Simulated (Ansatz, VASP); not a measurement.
# GaSb in two plane-wave programs, part 3 of 4

One calculation is typed for both programs; each brings its own data sets. How far apart do they land? The structure shown is the start of the Ansatz relaxation below; VASP solves that cell, so the two are compared at the walk's first step.

VASP 6.6.1 and Ansatz 0.2.0.

So far. Step 3 (VASP: single point, LDA, start cell, pair 1): The run ends at a pressure of 4.50 GPa, with forces up to 0.13 eV/Å.

## (4) Differences

Known differences besides the potentials themselves: the two LDA forms differ slightly; the data sets hold 28 valence electrons in Ansatz (on its PAW soft_1 files) and 18 in VASP; the cutoff is 420 eV in Ansatz and 400 eV in VASP; VASP's log shows a relativistic correction to its local exchange, Ansatz's none. Total energies have different zeros and are not compared.

Forces (eV/Å; atoms numbered as in POSCAR):

| atom | Ansatz x, y, z | VASP x, y, z |
| --- | --- | --- |
| Ga1 | -0.072, -0.072, -0.072 | -0.076, -0.076, -0.076 |
| Sb2 | 0.072, 0.072, 0.072 | 0.076, 0.076, 0.076 |

The forces differ by 4.2 meV/Å r.m.s., which is 5.5 % of the r.m.s. force of 0.076 eV/Å (both taken over all components).

## (5) Ansatz: relaxation, LDA

The two programs are compared at the cell with which this relaxation starts, whose forces are those of its first step. The cell compared in this pair holds 52.58 Å³, against 51.77 Å³ for the pair before.

The structure compared here is the start of the Ansatz relaxation; VASP solves that cell, so the two are compared at the walk's first step.

input.yaml reads:

```yaml
crystal:
  lattice:
    - [0.080439735, 3.0142629896, 3.0142629896]
    - [3.0142629896, 0.080439735, 3.0142629896]
    - [3.0142629896, 3.0142629896, 0.080439735]
  atoms:
    - { symbol: Ga, position: [-0.0015159413, -0.0015159413, -0.0015159413] }
    - { symbol: Sb, position: [0.7515159413, 0.7515159413, 0.7515159413] }
  conventional_axes: [[-1, 1, 0], [0, -1, 1], [1, 1, 1]]
kpoints:
  mp_grid: { grid: [12, 12, 12], shift: [0.5, 0.5, 0.5] }
hamiltonian:
  xc: lda
  pseudopotentials: { kind: paw, azcp: { folder: soft_1 }, xc_functional: pbe }
scf:
  occupations: { method: gaussian, width: 0.015 }
output:
  forces: true
  stress: true
  eigenvalues: true
relax:
  adjacent_minimum: "off"
  f_tol: 0.001
  max_steps: 60
  cell: { stress_tol: 0.01, fix: [a, b, angles] }
```

Launch:

```bash
ansatz run input.yaml --threads 4 --pin off --max-ram 10240MiB --backend cpu --events-out ev --progress --plain --runs-dir out
```

Numbers of over 12 decimals in the logs are rounded to 6 here.

The log of the run:

```text
[...]
Crystal: 2 atoms, lattice volume = 52.582 Å³
Basis set: ecut = 420 eV, 1001 PW (Γ)
Bands: 18, of which v1, the nominal top of the filled ones, is band 14 counted from 1 (13 counted from 0)
Symmetry: 6 space group operations
[...]
k-points: 182 of 1728 (time reversal used)
[...]
k-point 181: bands = [... 10 lower, -1.8187, 1.7319, 6.8399, 7.4288, 10.1361, 12.3855, 12.7897, 15.5091]
--- Relaxed structure (3 steps of the walk, 3 accepted, 1 SCFs on fresh bases) ---
[...]
cell:  # Å, volume = 52.8545 Å³
    - [0.091000, 3.024823, 3.024823]
    - [3.024823, 0.091000, 3.024823]
    - [3.024823, 3.024823, 0.091000]
  atoms:
    - { symbol: Ga, position: [-0.00233302, -0.00233302, -0.00233302] }
    - { symbol: Sb, position: [0.752333, 0.752333, 0.752333] }
[key lines of the parts left out:]
SCF converged after 6 iterations
Free energy (F): -10043.080656 eV
Fermi energy:    8.899385 eV
P = ⅓ Tr σ = 2.8518 GPa (28.518 kbar)
```

## (6) VASP: single point, LDA, start cell, pair 2

The same cell, functional (in two slightly different forms), mesh and smearing now go to VASP, with its own data sets.

INCAR reads:

```
SYSTEM = GaSb
PREC = Accurate
ENCUT = 400
EDIFF = 1E-06
NELM = 120
ISMEAR = 0
SIGMA = 0.015
LREAL = .FALSE.
ALGO = Normal
GGA = CA
NBANDS = 15
LORBIT = 11
LWAVE = .FALSE.
LCHARG = .FALSE.
ISIF = 2
ISYM = 2
LASPH = .TRUE.
GGA_COMPAT = .FALSE.
EFERMI = MIDGAP
KPAR = 2
```

POSCAR reads:

```
GaSb
1.0
    0.0804400000      3.0142630000      3.0142630000
    3.0142630000      0.0804400000      3.0142630000
    3.0142630000      3.0142630000      0.0804400000
Ga Sb
1 1
Direct
    0.9984840315      0.9984840315      0.9984840315
    0.7515158866      0.7515158866      0.7515158866
```

KPOINTS reads:

```
Points of the shifted mesh
1728
Reciprocal
 0.0416666667  0.0416666667  0.0416666667 1
 0.0416666667  0.0416666667  0.1250000000 1
 0.0416666667  0.0416666667  0.2083333333 1
 0.0416666667  0.0416666667  0.2916666667 1
 0.0416666667  0.0416666667  0.3750000000 1
 0.0416666667  0.0416666667  0.4583333333 1
 0.0416666667  0.0416666667  0.5416666667 1
 0.0416666667  0.0416666667  0.6250000000 1
 0.0416666667  0.0416666667  0.7083333333 1
 0.0416666667  0.0416666667  0.7916666667 1
 0.0416666667  0.0416666667  0.8750000000 1
 0.0416666667  0.0416666667  0.9583333333 1
 0.0416666667  0.1250000000  0.0416666667 1
 0.0416666667  0.1250000000  0.1250000000 1
 0.0416666667  0.1250000000  0.2083333333 1
 0.0416666667  0.1250000000  0.2916666667 1
 0.0416666667  0.1250000000  0.3750000000 1
 0.0416666667  0.1250000000  0.4583333333 1
 0.0416666667  0.1250000000  0.5416666667 1
 0.0416666667  0.1250000000  0.6250000000 1
 0.0416666667  0.1250000000  0.7083333333 1
 0.0416666667  0.1250000000  0.7916666667 1
 0.0416666667  0.1250000000  0.8750000000 1
 0.0416666667  0.1250000000  0.9583333333 1
 0.0416666667  0.2083333333  0.0416666667 1
 0.0416666667  0.2083333333  0.1250000000 1
 0.0416666667  0.2083333333  0.2083333333 1
 0.0416666667  0.2083333333  0.2916666667 1
 0.0416666667  0.2083333333  0.3750000000 1
 0.0416666667  0.2083333333  0.4583333333 1
 0.0416666667  0.2083333333  0.5416666667 1
 0.0416666667  0.2083333333  0.6250000000 1
 0.0416666667  0.2083333333  0.7083333333 1
 0.0416666667  0.2083333333  0.7916666667 1
 0.0416666667  0.2083333333  0.8750000000 1
 0.0416666667  0.2083333333  0.9583333333 1
 0.0416666667  0.2916666667  0.0416666667 1
 0.0416666667  0.2916666667  0.1250000000 1
 0.0416666667  0.2916666667  0.2083333333 1
 0.0416666667  0.2916666667  0.2916666667 1
 0.0416666667  0.2916666667  0.3750000000 1
 0.0416666667  0.2916666667  0.4583333333 1
 0.0416666667  0.2916666667  0.5416666667 1
 0.0416666667  0.2916666667  0.6250000000 1
 0.0416666667  0.2916666667  0.7083333333 1
 0.0416666667  0.2916666667  0.7916666667 1
 0.0416666667  0.2916666667  0.8750000000 1
 0.0416666667  0.2916666667  0.9583333333 1
 0.0416666667  0.3750000000  0.0416666667 1
 0.0416666667  0.3750000000  0.1250000000 1
 0.0416666667  0.3750000000  0.2083333333 1
 0.0416666667  0.3750000000  0.2916666667 1
 0.0416666667  0.3750000000  0.3750000000 1
 0.0416666667  0.3750000000  0.4583333333 1
 0.0416666667  0.3750000000  0.5416666667 1
 0.0416666667  0.3750000000  0.6250000000 1
 0.0416666667  0.3750000000  0.7083333333 1
 0.0416666667  0.3750000000  0.7916666667 1
 0.0416666667  0.3750000000  0.8750000000 1
 0.0416666667  0.3750000000  0.9583333333 1
 0.0416666667  0.4583333333  0.0416666667 1
 0.0416666667  0.4583333333  0.1250000000 1
 0.0416666667  0.4583333333  0.2083333333 1
 0.0416666667  0.4583333333  0.2916666667 1
 0.0416666667  0.4583333333  0.3750000000 1
 0.0416666667  0.4583333333  0.4583333333 1
 0.0416666667  0.4583333333  0.5416666667 1
 0.0416666667  0.4583333333  0.6250000000 1
 0.0416666667  0.4583333333  0.7083333333 1
 0.0416666667  0.4583333333  0.7916666667 1
 0.0416666667  0.4583333333  0.8750000000 1
 0.0416666667  0.4583333333  0.9583333333 1
 0.0416666667  0.5416666667  0.0416666667 1
 0.0416666667  0.5416666667  0.1250000000 1
 0.0416666667  0.5416666667  0.2083333333 1
 0.0416666667  0.5416666667  0.2916666667 1
 0.0416666667  0.5416666667  0.3750000000 1
 0.0416666667  0.5416666667  0.4583333333 1
 0.0416666667  0.5416666667  0.5416666667 1
 0.0416666667  0.5416666667  0.6250000000 1
 0.0416666667  0.5416666667  0.7083333333 1
 0.0416666667  0.5416666667  0.7916666667 1
 0.0416666667  0.5416666667  0.8750000000 1
 0.0416666667  0.5416666667  0.9583333333 1
 0.0416666667  0.6250000000  0.0416666667 1
 0.0416666667  0.6250000000  0.1250000000 1
 0.0416666667  0.6250000000  0.2083333333 1
 0.0416666667  0.6250000000  0.2916666667 1
 0.0416666667  0.6250000000  0.3750000000 1
 0.0416666667  0.6250000000  0.4583333333 1
 0.0416666667  0.6250000000  0.5416666667 1
 0.0416666667  0.6250000000  0.6250000000 1
 0.0416666667  0.6250000000  0.7083333333 1
 0.0416666667  0.6250000000  0.7916666667 1
 0.0416666667  0.6250000000  0.8750000000 1
 0.0416666667  0.6250000000  0.9583333333 1
 0.0416666667  0.7083333333  0.0416666667 1
 0.0416666667  0.7083333333  0.1250000000 1
 0.0416666667  0.7083333333  0.2083333333 1
 0.0416666667  0.7083333333  0.2916666667 1
 0.0416666667  0.7083333333  0.3750000000 1
 0.0416666667  0.7083333333  0.4583333333 1
 0.0416666667  0.7083333333  0.5416666667 1
 0.0416666667  0.7083333333  0.6250000000 1
 0.0416666667  0.7083333333  0.7083333333 1
 0.0416666667  0.7083333333  0.7916666667 1
 0.0416666667  0.7083333333  0.8750000000 1
 0.0416666667  0.7083333333  0.9583333333 1
 0.0416666667  0.7916666667  0.0416666667 1
 0.0416666667  0.7916666667  0.1250000000 1
 0.0416666667  0.7916666667  0.2083333333 1
 0.0416666667  0.7916666667  0.2916666667 1
[... 1390 lines left out ...]
 0.8750000000  0.4583333333  0.1250000000 1
 0.8750000000  0.4583333333  0.2083333333 1
 0.8750000000  0.4583333333  0.2916666667 1
 0.8750000000  0.4583333333  0.3750000000 1
 0.8750000000  0.4583333333  0.4583333333 1
 0.8750000000  0.4583333333  0.5416666667 1
 0.8750000000  0.4583333333  0.6250000000 1
 0.8750000000  0.4583333333  0.7083333333 1
 0.8750000000  0.4583333333  0.7916666667 1
 0.8750000000  0.4583333333  0.8750000000 1
 0.8750000000  0.4583333333  0.9583333333 1
 0.8750000000  0.5416666667  0.0416666667 1
 0.8750000000  0.5416666667  0.1250000000 1
 0.8750000000  0.5416666667  0.2083333333 1
 0.8750000000  0.5416666667  0.2916666667 1
 0.8750000000  0.5416666667  0.3750000000 1
 0.8750000000  0.5416666667  0.4583333333 1
 0.8750000000  0.5416666667  0.5416666667 1
 0.8750000000  0.5416666667  0.6250000000 1
 0.8750000000  0.5416666667  0.7083333333 1
 0.8750000000  0.5416666667  0.7916666667 1
 0.8750000000  0.5416666667  0.8750000000 1
 0.8750000000  0.5416666667  0.9583333333 1
 0.8750000000  0.6250000000  0.0416666667 1
 0.8750000000  0.6250000000  0.1250000000 1
 0.8750000000  0.6250000000  0.2083333333 1
 0.8750000000  0.6250000000  0.2916666667 1
 0.8750000000  0.6250000000  0.3750000000 1
 0.8750000000  0.6250000000  0.4583333333 1
 0.8750000000  0.6250000000  0.5416666667 1
 0.8750000000  0.6250000000  0.6250000000 1
 0.8750000000  0.6250000000  0.7083333333 1
 0.8750000000  0.6250000000  0.7916666667 1
 0.8750000000  0.6250000000  0.8750000000 1
 0.8750000000  0.6250000000  0.9583333333 1
 0.8750000000  0.7083333333  0.0416666667 1
 0.8750000000  0.7083333333  0.1250000000 1
 0.8750000000  0.7083333333  0.2083333333 1
 0.8750000000  0.7083333333  0.2916666667 1
 0.8750000000  0.7083333333  0.3750000000 1
 0.8750000000  0.7083333333  0.4583333333 1
 0.8750000000  0.7083333333  0.5416666667 1
 0.8750000000  0.7083333333  0.6250000000 1
 0.8750000000  0.7083333333  0.7083333333 1
 0.8750000000  0.7083333333  0.7916666667 1
 0.8750000000  0.7083333333  0.8750000000 1
 0.8750000000  0.7083333333  0.9583333333 1
 0.8750000000  0.7916666667  0.0416666667 1
 0.8750000000  0.7916666667  0.1250000000 1
 0.8750000000  0.7916666667  0.2083333333 1
 0.8750000000  0.7916666667  0.2916666667 1
 0.8750000000  0.7916666667  0.3750000000 1
 0.8750000000  0.7916666667  0.4583333333 1
 0.8750000000  0.7916666667  0.5416666667 1
 0.8750000000  0.7916666667  0.6250000000 1
 0.8750000000  0.7916666667  0.7083333333 1
 0.8750000000  0.7916666667  0.7916666667 1
 0.8750000000  0.7916666667  0.8750000000 1
 0.8750000000  0.7916666667  0.9583333333 1
 0.8750000000  0.8750000000  0.0416666667 1
 0.8750000000  0.8750000000  0.1250000000 1
 0.8750000000  0.8750000000  0.2083333333 1
 0.8750000000  0.8750000000  0.2916666667 1
 0.8750000000  0.8750000000  0.3750000000 1
 0.8750000000  0.8750000000  0.4583333333 1
 0.8750000000  0.8750000000  0.5416666667 1
 0.8750000000  0.8750000000  0.6250000000 1
 0.8750000000  0.8750000000  0.7083333333 1
 0.8750000000  0.8750000000  0.7916666667 1
 0.8750000000  0.8750000000  0.8750000000 1
 0.8750000000  0.8750000000  0.9583333333 1
 0.8750000000  0.9583333333  0.0416666667 1
 0.8750000000  0.9583333333  0.1250000000 1
 0.8750000000  0.9583333333  0.2083333333 1
 0.8750000000  0.9583333333  0.2916666667 1
 0.8750000000  0.9583333333  0.3750000000 1
 0.8750000000  0.9583333333  0.4583333333 1
 0.8750000000  0.9583333333  0.5416666667 1
 0.8750000000  0.9583333333  0.6250000000 1
 0.8750000000  0.9583333333  0.7083333333 1
 0.8750000000  0.9583333333  0.7916666667 1
 0.8750000000  0.9583333333  0.8750000000 1
 0.8750000000  0.9583333333  0.9583333333 1
 0.9583333333  0.0416666667  0.0416666667 1
 0.9583333333  0.0416666667  0.1250000000 1
 0.9583333333  0.0416666667  0.2083333333 1
 0.9583333333  0.0416666667  0.2916666667 1
 0.9583333333  0.0416666667  0.3750000000 1
 0.9583333333  0.0416666667  0.4583333333 1
 0.9583333333  0.0416666667  0.5416666667 1
 0.9583333333  0.0416666667  0.6250000000 1
 0.9583333333  0.0416666667  0.7083333333 1
 0.9583333333  0.0416666667  0.7916666667 1
 0.9583333333  0.0416666667  0.8750000000 1
 0.9583333333  0.0416666667  0.9583333333 1
 0.9583333333  0.1250000000  0.0416666667 1
 0.9583333333  0.1250000000  0.1250000000 1
 0.9583333333  0.1250000000  0.2083333333 1
 0.9583333333  0.1250000000  0.2916666667 1
 0.9583333333  0.1250000000  0.3750000000 1
 0.9583333333  0.1250000000  0.4583333333 1
 0.9583333333  0.1250000000  0.5416666667 1
 0.9583333333  0.1250000000  0.6250000000 1
 0.9583333333  0.1250000000  0.7083333333 1
 0.9583333333  0.1250000000  0.7916666667 1
 0.9583333333  0.1250000000  0.8750000000 1
 0.9583333333  0.1250000000  0.9583333333 1
 0.9583333333  0.2083333333  0.0416666667 1
 0.9583333333  0.2083333333  0.1250000000 1
 0.9583333333  0.2083333333  0.2083333333 1
 0.9583333333  0.2083333333  0.2916666667 1
 0.9583333333  0.2083333333  0.3750000000 1
 0.9583333333  0.2083333333  0.4583333333 1
 0.9583333333  0.2083333333  0.5416666667 1
 0.9583333333  0.2083333333  0.6250000000 1
 0.9583333333  0.2083333333  0.7083333333 1
 0.9583333333  0.2083333333  0.7916666667 1
 0.9583333333  0.2083333333  0.8750000000 1
 0.9583333333  0.2083333333  0.9583333333 1
 0.9583333333  0.2916666667  0.0416666667 1
 0.9583333333  0.2916666667  0.1250000000 1
 0.9583333333  0.2916666667  0.2083333333 1
 0.9583333333  0.2916666667  0.2916666667 1
 0.9583333333  0.2916666667  0.3750000000 1
 0.9583333333  0.2916666667  0.4583333333 1
 0.9583333333  0.2916666667  0.5416666667 1
 0.9583333333  0.2916666667  0.6250000000 1
 0.9583333333  0.2916666667  0.7083333333 1
 0.9583333333  0.2916666667  0.7916666667 1
 0.9583333333  0.2916666667  0.8750000000 1
 0.9583333333  0.2916666667  0.9583333333 1
 0.9583333333  0.3750000000  0.0416666667 1
 0.9583333333  0.3750000000  0.1250000000 1
 0.9583333333  0.3750000000  0.2083333333 1
 0.9583333333  0.3750000000  0.2916666667 1
 0.9583333333  0.3750000000  0.3750000000 1
 0.9583333333  0.3750000000  0.4583333333 1
 0.9583333333  0.3750000000  0.5416666667 1
 0.9583333333  0.3750000000  0.6250000000 1
 0.9583333333  0.3750000000  0.7083333333 1
 0.9583333333  0.3750000000  0.7916666667 1
 0.9583333333  0.3750000000  0.8750000000 1
 0.9583333333  0.3750000000  0.9583333333 1
 0.9583333333  0.4583333333  0.0416666667 1
 0.9583333333  0.4583333333  0.1250000000 1
 0.9583333333  0.4583333333  0.2083333333 1
 0.9583333333  0.4583333333  0.2916666667 1
 0.9583333333  0.4583333333  0.3750000000 1
 0.9583333333  0.4583333333  0.4583333333 1
 0.9583333333  0.4583333333  0.5416666667 1
 0.9583333333  0.4583333333  0.6250000000 1
 0.9583333333  0.4583333333  0.7083333333 1
 0.9583333333  0.4583333333  0.7916666667 1
 0.9583333333  0.4583333333  0.8750000000 1
 0.9583333333  0.4583333333  0.9583333333 1
 0.9583333333  0.5416666667  0.0416666667 1
 0.9583333333  0.5416666667  0.1250000000 1
 0.9583333333  0.5416666667  0.2083333333 1
 0.9583333333  0.5416666667  0.2916666667 1
 0.9583333333  0.5416666667  0.3750000000 1
 0.9583333333  0.5416666667  0.4583333333 1
 0.9583333333  0.5416666667  0.5416666667 1
 0.9583333333  0.5416666667  0.6250000000 1
 0.9583333333  0.5416666667  0.7083333333 1
 0.9583333333  0.5416666667  0.7916666667 1
 0.9583333333  0.5416666667  0.8750000000 1
 0.9583333333  0.5416666667  0.9583333333 1
 0.9583333333  0.6250000000  0.0416666667 1
 0.9583333333  0.6250000000  0.1250000000 1
 0.9583333333  0.6250000000  0.2083333333 1
 0.9583333333  0.6250000000  0.2916666667 1
 0.9583333333  0.6250000000  0.3750000000 1
 0.9583333333  0.6250000000  0.4583333333 1
 0.9583333333  0.6250000000  0.5416666667 1
 0.9583333333  0.6250000000  0.6250000000 1
 0.9583333333  0.6250000000  0.7083333333 1
 0.9583333333  0.6250000000  0.7916666667 1
 0.9583333333  0.6250000000  0.8750000000 1
 0.9583333333  0.6250000000  0.9583333333 1
 0.9583333333  0.7083333333  0.0416666667 1
 0.9583333333  0.7083333333  0.1250000000 1
 0.9583333333  0.7083333333  0.2083333333 1
 0.9583333333  0.7083333333  0.2916666667 1
 0.9583333333  0.7083333333  0.3750000000 1
 0.9583333333  0.7083333333  0.4583333333 1
 0.9583333333  0.7083333333  0.5416666667 1
 0.9583333333  0.7083333333  0.6250000000 1
 0.9583333333  0.7083333333  0.7083333333 1
 0.9583333333  0.7083333333  0.7916666667 1
 0.9583333333  0.7083333333  0.8750000000 1
 0.9583333333  0.7083333333  0.9583333333 1
 0.9583333333  0.7916666667  0.0416666667 1
 0.9583333333  0.7916666667  0.1250000000 1
 0.9583333333  0.7916666667  0.2083333333 1
 0.9583333333  0.7916666667  0.2916666667 1
 0.9583333333  0.7916666667  0.3750000000 1
 0.9583333333  0.7916666667  0.4583333333 1
 0.9583333333  0.7916666667  0.5416666667 1
 0.9583333333  0.7916666667  0.6250000000 1
 0.9583333333  0.7916666667  0.7083333333 1
 0.9583333333  0.7916666667  0.7916666667 1
 0.9583333333  0.7916666667  0.8750000000 1
 0.9583333333  0.7916666667  0.9583333333 1
 0.9583333333  0.8750000000  0.0416666667 1
 0.9583333333  0.8750000000  0.1250000000 1
 0.9583333333  0.8750000000  0.2083333333 1
 0.9583333333  0.8750000000  0.2916666667 1
 0.9583333333  0.8750000000  0.3750000000 1
 0.9583333333  0.8750000000  0.4583333333 1
 0.9583333333  0.8750000000  0.5416666667 1
 0.9583333333  0.8750000000  0.6250000000 1
 0.9583333333  0.8750000000  0.7083333333 1
 0.9583333333  0.8750000000  0.7916666667 1
 0.9583333333  0.8750000000  0.8750000000 1
 0.9583333333  0.8750000000  0.9583333333 1
 0.9583333333  0.9583333333  0.0416666667 1
 0.9583333333  0.9583333333  0.1250000000 1
 0.9583333333  0.9583333333  0.2083333333 1
 0.9583333333  0.9583333333  0.2916666667 1
 0.9583333333  0.9583333333  0.3750000000 1
 0.9583333333  0.9583333333  0.4583333333 1
 0.9583333333  0.9583333333  0.5416666667 1
 0.9583333333  0.9583333333  0.6250000000 1
 0.9583333333  0.9583333333  0.7083333333 1
 0.9583333333  0.9583333333  0.7916666667 1
 0.9583333333  0.9583333333  0.8750000000 1
 0.9583333333  0.9583333333  0.9583333333 1
```

The projector-augmented-wave data sets are Ga_d and Sb (LDA family, release 64).

Launch:

```bash
mpirun -np 2 vasp_std
```

The log of the run:

```text
[... set-up lines as in an earlier step ...]
 entering main loop
       N       E                     dE             d eps       ncg     rms          rms(c)
DAV:   1     0.745114631449E+02    0.74511E+02   -0.77033E+03 52703   0.131E+03
DAV:   2    -0.312913053288E+01   -0.77641E+02   -0.75074E+02 60898   0.273E+02
DAV:   3    -0.867355129817E+01   -0.55444E+01   -0.55300E+01 61724   0.638E+01
DAV:   4    -0.876881924507E+01   -0.95268E-01   -0.95255E-01 65451   0.949E+00
[...]
DAV:  10    -0.862631663820E+01    0.80553E-05   -0.23261E-05 67371   0.398E-02    0.131E-02
DAV:  11    -0.862631906096E+01   -0.24228E-05   -0.41888E-06 60142   0.182E-02    0.546E-03
DAV:  12    -0.862631902696E+01    0.33997E-07   -0.19458E-07 39304   0.339E-03
   1 F= -.86263190E+01 E0= -.86263190E+01  d E =-.925318-117
```

OUTCAR, selected parts (step 6):

```text
  Total        1.0939318      1.0939318      1.0939318     -0.4758574     -0.4758574     -0.4758574
  in kB       33.3323027     33.3323027     33.3323027    -14.4994629    -14.4994629    -14.4994629
  external PRESSURE =      33.3323027 kB  Pullay stress =       0.0000000 kB

 POSITION                                       TOTAL-FORCE (eV/Angst)
 -----------------------------------------------------------------------------------
      6.09970      6.09970      6.09970        -0.067799     -0.067799     -0.067799
      4.59098      4.59098      4.59098         0.067799      0.067799      0.067799
 -----------------------------------------------------------------------------------
    total drift:                                0.000279      0.000279      0.000278

  FREE ENERGIE OF THE ION-ELECTRON SYSTEM (eV)
  ---------------------------------------------------
  free  energy   TOTEN  =        -8.6263190270 eV

  energy  without entropy=       -8.6263190270  energy(sigma->0) =       -8.62631903

[... 1 part as in an earlier step ...]

[... 2 further parts left out ...]
[key lines of the parts left out:]
E-fermi :   5.9167
```

The run ends at a pressure of 3.33 GPa, with forces up to 0.12 eV/Å.

## (7) Comparison

What differs besides the data sets and the points named for the pairs above, as far as they apply: the data sets hold 28 valence electrons in Ansatz (on its PAW soft_1 files) and 18 in VASP. Total energies have different zeros and are not compared.

Forces (eV/Å; atoms numbered as in POSCAR):

| atom | Ansatz x, y, z | VASP x, y, z |
| --- | --- | --- |
| Ga1 | -0.065, -0.065, -0.065 | -0.068, -0.068, -0.068 |
| Sb2 | 0.065, 0.065, 0.065 | 0.068, 0.068, 0.068 |

The forces differ by 3.0 meV/Å r.m.s., which is 4.4 % of the r.m.s. force of 0.068 eV/Å (both taken over all components).

(Continued in part 4 of 4.)

[Lines on the potential files, build, host, timing and source positions are cut from VASP's logs without a mark.]

[Logs are printed without paths, hosts, clocks, repeated set-up lines and the standing remarks that a program may print on its own settings, such as how far it seeks lower states.]

[Hosts, paths, dates, database ids (printed as entryN), source tags and the programs' standing remarks are cut or masked in the printed files.]
